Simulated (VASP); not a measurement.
Set up this calculation in VASP 6.6.1, as the native input.

```yaml
Task: single point
Functional: PBEsol
Potentials_or_basis: VASP PAW PBE potentials, release 64 (Cl)
Cutoff: 520 eV
k_mesh: 1 × 1 × 1
Occupations: fermi-dirac, width 0.05 eV
Spin: no spin polarisation
Dipole_correction: no
Further_INCAR_settings: ALGO = Fast; EDIFF = 1e-07; NBANDS = 54
```

The structure of Cl lies in POSCAR:

```
Cl
1.0
    7.9104600000      0.0000000000      0.0000000000
    0.0000000000      7.9104600000      0.0000000000
    0.0000000000      0.0000000000      7.9104600000
Cl
12
Direct
    0.6447041586      0.4731495191      0.9671191912
    0.6637794790      0.3972467633      0.7280152740
    0.8760316998      0.1967424961      0.2515250574
    0.9948094824      0.0574620497      0.0793349401
    0.7447527524      0.8521416839      0.4862083306
    0.6170877655      0.7503992254      0.2947946391
    0.4091654268      0.9496496366      0.8065003141
    0.3154837072      0.9112280359      0.5764774314
    0.2202298035      0.4007880774      0.5860126249
    0.2863614185      0.4060589785      0.3422499847
    0.0820868711      0.6259068473      1.0962807356
    0.0555794352      0.6347212868      0.8449880769
```

The cell was built by a generator and needn't be a form met in nature.

These files were run (other wordings do the same):

INCAR

```
SYSTEM = Cl
PREC = Accurate
ENCUT = 520
EDIFF = 1E-7
ISMEAR = -1
SIGMA = 0.05
LREAL = .FALSE.
LASPH = .TRUE.
NELM = 100
ALGO = Fast
ISIF = 2
LWAVE = .FALSE.
LCHARG = .FALSE.
GGA = PS
NBANDS = 54
```

KPOINTS

```
regular mesh
0
G
  1 1 1
  0 0 0
```

Potentials or basis: VASP PAW PBE potentials, release 64 (Cl).

Launch:

```bash
$ cat potpaw_PBE.64/Cl/POTCAR > POTCAR
$ mpirun -np 1 vasp_gam > vasp.out
```

It gave:

The pressure is 0.0 GPa, the largest force is 0.292 eV/Å and the band gap on the k mesh is 2.32 eV, direct.

Caveat: the PAW data sets were made with another functional, which shifts forces and pressure a little.

Run time: 31 s on 1 thread of Intel(R) Xeon(R) 6975P-C (Granite Rapids), with other jobs on the host, peak memory 0.44 GiB.
